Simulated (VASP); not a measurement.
# AlN (Fm-3m) in VASP: a series of runs, part 3 of 3

VASP 6.6.1.

## (6) G0W0 quasiparticle levels, PBE

POSCAR

```
AlN
1.0
    0.0000000000      2.0345180000      2.0345180000
    2.0345180000      0.0000000000      2.0345180000
    2.0345180000      2.0345180000      0.0000000000
Al N
1 1
Direct
    0.5000000000      0.5000000000      0.5000000000
    0.0000000000      0.0000000000      0.0000000000
```

INCAR.step1

```
SYSTEM = AlN
ALGO = Normal
EDIFF = 1E-8
ENCUT = 450
GGA = PE
ISMEAR = 0
LASPH = .TRUE.
LCHARG = .FALSE.
LREAL = .FALSE.
LWAVE = .TRUE.
NELM = 100
PREC = Accurate
SIGMA = 0.01
```

INCAR.step2

```
SYSTEM = AlN
ALGO = Exact
EDIFF = 1E-8
ENCUT = 450
GGA = PE
ISMEAR = 0
ISTART = 1
LASPH = .TRUE.
LCHARG = .FALSE.
LOPTICS = .TRUE.
LREAL = .FALSE.
LWAVE = .TRUE.
NBANDS = 44
NELM = 1
PREC = Accurate
SIGMA = 0.01
```

INCAR.step3

```
SYSTEM = AlN
ALGO = EVGW0
EDIFF = 1E-8
ENCUT = 450
ENCUTGW = 260
GGA = PE
ISMEAR = 0
ISTART = 1
LASPH = .TRUE.
LCHARG = .FALSE.
LREAL = .FALSE.
LWAVE = .FALSE.
NBANDS = 44
NBANDSGW = 12
NELMGW = 1
NOMEGA = 48
PREC = Accurate
PRECFOCK = Fast
SIGMA = 0.01
```

KPOINTS

```
k-points
0
G
  3 3 3
  0 0 0
```

Potentials or basis: VASP PAW PBE potentials, release 64 (Al_GW, N_GW).

On the command line:

```console
> cat potpaw_PBE.64/Al_GW/POTCAR potpaw_PBE.64/N_GW/POTCAR > POTCAR
> cp INCAR.step1 INCAR
> mpirun -np 1 vasp_std > vasp.out
> cp INCAR.step2 INCAR
> mpirun -np 1 vasp_std > vasp.out
> cp INCAR.step3 INCAR
> mpirun -np 1 vasp_std > vasp.out
```

OUTCAR:

```text
SYSTEM = AlN
   EDIFF = 1E-8
   ENCUT = 450
   ENCUTGW = 260
   GGA = PE
   ISMEAR = 0
   ISTART = 1
   LASPH = .TRUE.
   LREAL = .FALSE.
   NELMGW = 1
   PREC = Accurate
   PRECFOCK = Fast

 Found      4 irreducible k-points:

 Following reciprocal coordinates:
            Coordinates               Weight
  0.000000  0.000000  0.000000      1.000000
  0.333333  0.000000  0.000000      8.000000
  0.333333  0.333333  0.000000      6.000000
 -0.333333  0.333333  0.000000     12.000000
   k-points           NKPTS =      4   k-points in BZ     NKDIM =     27   number of bands    NBANDS=     44
   number of dos      NEDOS =    301   number of ions     NIONS =      2
   total plane-waves  NPLWV =   8000
   dimension x,y,z NGX =    20 NGY =   20 NGZ =   20
   dimension x,y,z NGXF=    40 NGYF=   40 NGZF=   40
   ions per type =               1   1
   NGX,Y,Z   is equivalent  to a cutoff of  11.56, 11.56, 11.56 a.u.
   NGXF,Y,Z  is equivalent  to a cutoff of  23.11, 23.11, 23.11 a.u.
 SYSTEM =  AlN
   PREC   = accura    normal or accurate (medium, high low for compatibility)
   ISTART =      1    job   : 0-new  1-cont  2-samecut
   ICHARG =      0    charge: 1-file 2-atom 10-const
   ISPIN  =      1    spin polarized calculation?
   LNONCOLLINEAR =      F non collinear calculations
   LSORBIT =      F    spin-orbit coupling
   LASPH  =      T    aspherical Exc in radial PAW
   ENCUT  =  450.0 eV  33.07 Ry    5.75 a.u.   4.98  4.98  4.98*2*pi/ulx,y,z
   NELM   =     60;   NELMIN=  2; NELMDL=  0     # of ELM steps
   EDIFF  = 0.1E-07   stopping-criterion for ELM
   LREAL  =      F    real-space projection
   EDIFFG = 0.1E-06   stopping-criterion for IOM
   NSW    =      0    number of steps for IOM
   IBRION =     -1    ionic relax: 0-MD 1-quasi-New 2-CG
   NFREE  =      0    steps in history (QN), initial steepest desc. (CG)
   ISIF   =      0    stress and relaxation
   ISYM   =      3    0-nonsym 1-usesym 2-fastsym
   POTIM  = 0.5000    time-step for ionic-motion
   TEBEG  =    0.0;   TEEND  =   0.0 temperature during run
   PSTRESS=    0.0 pullay stress
   NELECT =       8.0000    total number of electrons
   NUPDOWN=      -1.0000    fix difference up-down
   EMIN   =  10.00;   EMAX   =-10.00  energy-range for DOS
   EFERMI =   0.00;   METHOD = LEGACY
   ISMEAR =     0;   SIGMA  =   0.01  broadening in eV -4-tet -1-fermi 0-gaus
   EFERMI_NEDOS =   21; number of points for ismear=-14 and -15
   IALGO  =     38    algorithm
   IMIX   =      4    mixing-type and parameters
     AMIX     =   0.40;   BMIX     =  1.00
     AMIX_MAG =   1.60;   BMIX_MAG =  1.00
  volume/ion in A,a.u.               =       8.42        56.83
  Fermi-wavevector in a.u.,A,eV,Ry     =   1.277321  2.413786 22.198561  1.631548
  Thomas-Fermi vector in A             =   2.409927
   LORBIT       =      0    0 simple, 1 ext, 2 COOP (PROOUT), +10 PAW based schemes
   GGA     = PE    functional components
   LHFCALC =     T    Hartree Fock is set to
   PRECFOCK=fast      Normal, Fast or Accurate (Low or Medium for compatibility)
   ENCUT4O =  -1.0   cutoff for four orbital integrals eV
   NKREDX  =     1    reduce k-point grid by
   NKREDY  =     1    reduce k-point grid by
   NKREDZ  =     1    reduce k-point grid by
   AEXX    =    1.0000 exact exchange contribution
   HFSCREEN=    0.0000 screening length (either q_TF or 0.3 A-1)
   HFSCREENC=   0.0000 screening length for correlation (either q_TF or 0.3 A-1)
   ENCUTFOCK=  -1.0 apply spherical cutoff to Coloumb kernel
   IVDW    =     0    specifies the selected vdW correction
   LEPSILON=     F    determine dielectric tensor
   LRPA    =     F    only Hartree local field effects (RPA)
   LRPAFORCE           =     F    calculate RPA forces
   ENCUTGW             = 260.0    cutoff for response function in eV
   ENCUTGWSOFT         = 208.0    soft cutoff for Coulomb kernel in GW response function in eV
   ENCUTLF             =  -1.0    cutoff for local field effects
   NELMGW              =     1    number of iterations in solving QP/BSE equation
   NELMHF              =     1    number of iterations in the inner HF iteration
   NKREDLFX            =     1    NKREDLFY  =   1   NKREDLFZ  =   1
 non-spin polarized calculation
 Gauss-broadening in eV      SIGMA  =   0.01
  energy-cutoff  :      450.00
  volume of cell :       16.84
 maximum number of plane-waves:       375
  NGX = 12; NGY = 12; NGZ = 12
   NGX =  9   NGY =  9   NGZ =  9
 maximum number of plane-waves:       169

 QP shifts <psi_nk| G(iteration)W_0 |psi_nk>: iteration 1
 for sc-GW calculations column KS-energies equals QP-energies in previous step
 and V_xc(KS)=  KS-energies - (<T + V_ion + V_H > + <T+V_H+V_ion>^1  + <V_x>^1)

 k-point   1 :       0.0000    0.0000    0.0000
  band No.  KS-energies  QP-energies   sigma(KS)   V_xc(KS)     V^pw_x(r,r')   Z            occupation Imag(sigma)

      1      -8.8173     -10.2420     -16.5723     -14.5807     -24.7400       0.7154       2.0000       1.4135
      2       8.6417       8.1043     -18.0148     -17.3363     -21.4544       0.7920       2.0000       0.1280
      3       8.6417       8.1043     -18.0148     -17.3363     -21.4544       0.7920       2.0000       0.1280
      4       8.6417       8.1043     -18.0148     -17.3363     -21.4544       0.7920       2.0000       0.1280
      5      13.9874      15.0513     -13.2478     -14.5892      -8.4956       0.7931       0.0000      -0.1265
      6      20.5617      21.4161      -9.5506     -10.5978      -4.3058       0.8158       0.0000      -0.1607
      7      20.5617      21.4161      -9.5506     -10.5978      -4.3058       0.8158       0.0000      -0.1607
      8      20.5617      21.4161      -9.5506     -10.5978      -4.3058       0.8158       0.0000      -0.1607
      9      25.6576      25.9396      -9.0333      -9.4009      -2.4763       0.7671       0.0000      -0.5006
     10      26.0934      27.2435     -10.0379     -11.4784      -4.4140       0.7984       0.0000      -0.2433
     11      26.0934      27.2435     -10.0379     -11.4784      -4.4140       0.7984       0.0000      -0.2433
     12      26.9887      28.0462      -9.7785     -11.1255      -2.8392       0.7851       0.0000      -0.6171

 k-point   2 :       0.3333    0.0000    0.0000
  band No.  KS-energies  QP-energies   sigma(KS)   V_xc(KS)     V^pw_x(r,r')   Z            occupation Imag(sigma)

      1      -6.7795      -8.2254     -17.3283     -15.3479     -25.0140       0.7302       2.0000       1.2367
      2       2.4183       1.3936     -15.5488     -14.2132     -19.8467       0.7673       2.0000       0.2215
      3       7.8138       7.1797     -17.5992     -16.7998     -21.1358       0.7933       2.0000       0.1312
      4       7.8138       7.1797     -17.5992     -16.7998     -21.1358       0.7933       2.0000       0.1312
      5      14.9152      15.7645     -11.3925     -12.4413      -6.5533       0.8097       0.0000      -0.1309
      6      19.9451      20.9211      -9.7420     -10.9479      -4.4350       0.8093       0.0000      -0.1652
      7      19.9451      20.9211      -9.7420     -10.9479      -4.4350       0.8093       0.0000      -0.1652
      8      20.5265      21.9592     -13.6555     -15.5074      -7.9218       0.7736       0.0000      -0.2189
      9      24.7169      25.4742      -9.1069     -10.0992      -2.5506       0.7632       0.0000      -0.3998
     10      26.1280      27.0859      -9.9740     -11.1890      -3.7446       0.7884       0.0000      -0.3881
     11      26.1280      27.0859      -9.9740     -11.1890      -3.7446       0.7884       0.0000      -0.3881
     12      35.9566      37.3892     -10.5789     -12.4202      -3.1438       0.7781       0.0000      -1.0924

 k-point   3 :       0.3333    0.3333    0.0000
  band No.  KS-energies  QP-energies   sigma(KS)   V_xc(KS)     V^pw_x(r,r')   Z            occupation Imag(sigma)

      1      -6.1446      -7.6511     -17.5463     -15.6318     -25.1383       0.7869       2.0000       1.2081
      2       3.1981       2.2204     -16.1169     -14.8519     -20.3330       0.7729       2.0000       0.2021
      3       6.3898       5.5879     -16.8006     -15.7805     -20.4914       0.7861       2.0000       0.1416
      4       6.3898       5.5879     -16.8006     -15.7805     -20.4914       0.7861       2.0000       0.1416
      5      14.5362      15.4652     -10.4576     -11.5984      -5.7147       0.8143       0.0000      -0.1252
      6      14.7645      15.3611      -9.4143     -10.1370      -4.6570       0.8257       0.0000      -0.1245
      7      20.6610      22.0185     -13.3518     -15.1055      -7.5327       0.7741       0.0000      -0.2252
      8      24.3480      25.5949     -11.6811     -13.3184      -5.2756       0.7615       0.0000      -0.3484
      9      24.3480      25.5949     -11.6811     -13.3184      -5.2756       0.7615       0.0000      -0.3484
     10      29.3535      30.5934     -10.1030     -11.6555      -4.1244       0.7986       0.0000      -0.4022
     11      33.2533      34.2730      -8.8771     -10.1294      -1.8393       0.8143       0.0000      -0.9116
     12      33.2533      34.2730      -8.8771     -10.1294      -1.8393       0.8143       0.0000      -0.9116

 k-point   4 :      -0.3333    0.3333    0.0000
  band No.  KS-energies  QP-energies   sigma(KS)   V_xc(KS)     V^pw_x(r,r')   Z            occupation Imag(sigma)

      1      -4.8088      -6.1655     -18.4020     -16.6935     -26.0140       0.7941       2.0000       1.1284
      2       2.4746       1.4429     -15.0564     -13.7207     -19.1605       0.7724       2.0000       0.2063
      3       2.7783       1.7181     -15.1382     -13.7665     -19.2138       0.7729       2.0000       0.1972
      4       6.7059       5.9478     -16.9907     -16.0313     -20.6362       0.7902       2.0000       0.1385
      5      14.9498      15.7663      -9.9774     -10.9767      -5.1572       0.8170       0.0000      -0.1272
      6      18.9625      20.2720     -13.0822     -14.7418      -7.8571       0.7890       0.0000      -0.1694
      7      20.4572      21.7475     -13.1148     -14.7639      -7.5244       0.7824       0.0000      -0.2071
      8      21.9832      23.1887     -10.7382     -12.2465      -4.9831       0.7992       0.0000      -0.2386
      9      24.8370      25.7284     -10.2342     -11.3985      -3.7527       0.7656       0.0000      -0.3758
     10      28.3344      29.2094      -9.4540     -10.5322      -3.1688       0.8116       0.0000      -0.5229
     11      31.7419      32.7324      -9.4032     -10.6832      -2.2499       0.7738       0.0000      -0.7994
     12      35.0344      36.4344     -11.1424     -12.9358      -3.8165       0.7806       0.0000      -1.0346
```

Wall time 12 s (1 thread of Intel Xeon Platinum 8488C (Sapphire Rapids), shared host); peak memory 0.16 GiB.

These settings aren't checked as converged: the numbers below hold their error.

What came out:

```yaml
Band_gap_on_the_k_mesh_mean-field_level: 5.35 eV, direct
Quasiparticle_gap: 6.95 eV
Least_direct_quasiparticle_gap: 6.95 eV
```

Caveat: the k mesh is coarse (spacing up to 0.89 Å⁻¹), so the values aren't converged; the cutoff is under 1.25 times the usual one of these potentials, so pressure, stress and relaxed cells hold a basis-set (Pulay) error; bands, screening cutoff and mesh are small and nothing is extrapolated, so the quasiparticle values aren't converged.

## (7) For comparison

An earlier run on the cell as given: functional PBE; potentials or basis VASP PAW PBE potentials, release 64 (Al, N); cutoff 520 eV; k mesh 11 × 11 × 11; occupations fermi-dirac, width 0.05 eV; no spin polarisation.

* Pressure: 0.0 GPa
* Band gap on the k mesh: 4.55 eV, indirect (least direct gap 5.41 eV)
